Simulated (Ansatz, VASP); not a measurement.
TiH3: VASP beside Ansatz

Contents of INCAR:

```
PREC = Accurate
ENCUT = 520
EDIFF = 1E-6
ISMEAR = 0
SIGMA = 0.1
LREAL = False
LASPH = True
NELM = 100
ALGO = Normal
ISIF = 2
LWAVE = False
LCHARG = True
GGA = PE
LELF = True
LVHAR = True
NBANDS = 16
```

Contents of KPOINTS:

```
Automatic mesh
0
Gamma
  6 6 6
```

File POSCAR:

```
TiH3
1.0
   -2.0952084700      2.0952084700      2.0952084700
    2.0952084700     -2.0952084700      2.0952084700
    2.0952084700      2.0952084700     -2.0952084700
Ti H
1 3
Direct
    0.0000000000      0.0000000000      0.0000000000
    0.0000000000      0.5000000000      0.5000000000
    0.5000000000      0.0000000000      0.5000000000
    0.5000000000      0.5000000000      0.0000000000
```

Input for Ansatz:

```yaml
crystal:
  lattice:
    - [-2.09520847, 2.09520847, 2.09520847]
    - [2.09520847, -2.09520847, 2.09520847]
    - [2.09520847, 2.09520847, -2.09520847]
  atoms:
    - { symbol: Ti, position: [0.0, 0.0, 0.0] }
    - { symbol: H, position: [0.0, 0.5, 0.5] }
    - { symbol: H, position: [0.5, 0.0, 0.5] }
    - { symbol: H, position: [0.5, 0.5, 0.0] }
basis:
  ecutwfc: 420
kpoints:
  mp_grid: { grid: [6, 6, 6] }
hamiltonian:
  xc: pbe
scf:
  occupations: { method: gaussian, width: 0.1 }
  lower_state_search: "off"
output:
  forces: true
  stress: true
  eigenvalues: true
```

Alike in both runs: task single point; functional PBE; k mesh 6 × 6 × 6; occupations gaussian, width 0.1 eV; no spin polarisation.

|  | VASP | Ansatz |
| --- | --- | --- |
| version | VASP 6.6.1 | Ansatz 0.2.0 |
| potentials or method | VASP PAW PBE potentials, release 64 (Ti_sv, H) | scalar-relativistic, plane waves, PAW |
| plane-wave cutoff (eV) | 520 | 420 |
| valence electrons in the cell | 15 | 15 |

```tsv
	VASP	Ansatz	Ansatz less VASP
gap on the k mesh at the Fermi level (eV)	none	none	-
pressure (GPa)	-19.1	-19.1	+0.02
```

A gap of «none» marks a metal or a gap that the smearing closes. The functional is the same, so the differences come from potentials, cutoffs and numerics.

Caveats: so large a pressure means that the cell lies far from this level's equilibrium, or that cutoff or potentials fall short (VASP).
